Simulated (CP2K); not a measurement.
**As in CP2K: the effect of pseudo set**

The system is As.

```
As
1.0
     2.70368    0.00000    0.00000
     0.00000    2.70368    0.00000
     0.00000    0.00000    2.70368
As
1
Direct
  0.50000 0.50000 0.50000
```

This isn't the form of As at room conditions, which is rhombohedral.

Alike in all runs:

| Property | Result |
| --- | --- |
| Program | CP2K 2026.2 |
| Task | single point |
| Functional | PBE |
| Density cutoff | 6123 eV |
| k mesh | 10 × 10 × 10 |
| Occupations | fermi-dirac, width 0.05 eV |
| Spin | no spin polarisation |

| pseudo set | pressure (GPa) |
| --- | --- |
| PBE | 2.7 |
| PADE | -1.3 |
| BLYP | 2.1 |
| SCAN | ? |
| PBE0 | 1.1 |

Task: What does the run with pseudo set SCAN give?

Result: Pressure -0.5 GPa.

Caveats: the basis of atomic orbitals isn't converged, which shifts pressures, moduli and gaps; the potentials were made for another functional, which shifts forces and pressure (some runs).
